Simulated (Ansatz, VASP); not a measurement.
Given: the input of a run of Ansatz 0.2.0 on InP.

File input.yaml:

```yaml
crystal:
  lattice:
    - [0.0, 2.9305, 2.9305]
    - [2.9305, 0.0, 2.9305]
    - [2.9305, 2.9305, 0.0]
  atoms:
    - { symbol: In, position: [0.0, 0.0, 0.0] }
    - { symbol: P, position: [0.75, 0.75, 0.75] }
hamiltonian:
  xc: revpbe
  pseudopotentials: { kind: paw }
  dispersion: d4
kpoints:
  mp_grid: { grid: [8, 8, 8] }
scf:
  occupations: { method: fermi_dirac, width: 0.05 }
output:
  forces: true
  stress: true
relax:
  f_tol: 0.01
  max_steps: 40
  cell: { stress_tol: 0.05 }
```

Potentials or basis: Ansatz PAW.

Run with:

```sh
$ ansatz run input.yaml --threads 2 --pin off --max-ram 5120MiB --backend cpu --events-out ev --progress --plain --runs-dir out
```

**Question.** Set up the same calculation for VASP 6.6.1. Potentials there: VASP PAW PBE potentials, release 64 (In_d, P).

**Answer.** As run (the cutoff follows the program's own potentials):

INCAR

```
ALGO = Normal
EDIFF = 1E-7
EDIFFG = -0.01
ENCUT = 600
GGA = RE
IBRION = 2
ISIF = 3
ISMEAR = -1
IVDW = 13
LASPH = T
LCHARG = F
LREAL = F
LWAVE = F
NELM = 60
NSW = 60
PREC = Accurate
SIGMA = 0.05
```

Contents of KPOINTS:

```
k-points
0
Gamma
  8 8 8
```

File POSCAR:

```
InP
1.0
    0.0000000000      2.9305000000      2.9305000000
    2.9305000000      0.0000000000      2.9305000000
    2.9305000000      2.9305000000      0.0000000000
In P
1 1
Direct
    0.0000000000      0.0000000000      0.0000000000
    0.7500000000      0.7500000000      0.7500000000
```

Potentials or basis: VASP PAW PBE potentials, release 64 (In_d, P).

Command:

```sh
$ cat potpaw_PBE.64/In_d/POTCAR potpaw_PBE.64/P/POTCAR > POTCAR
$ mpirun -np 1 vasp_std > vasp.out
```

Both were run:

|  | VASP | Ansatz | Ansatz less VASP |
| --- | --- | --- | --- |
| relaxed volume (Å³/atom) | 25.43 | 25.45 | +0.017 |
| relaxed cell length with the largest relative difference (Å) | 4.159 | 4.160 | +0.0009 |

Caveats: spin-orbit coupling is left out, which moves the levels of the heavy elements; the PAW data sets were made with another functional, which shifts forces and pressure a little (VASP); the PAW data sets come from PBE, with cores solved anew for the run's functional, which leaves a small shift of forces and pressure (Ansatz). As with any semilocal functional, this revPBE gap is likely too small. Zero-point motion and thermal expansion aren't in these numbers.
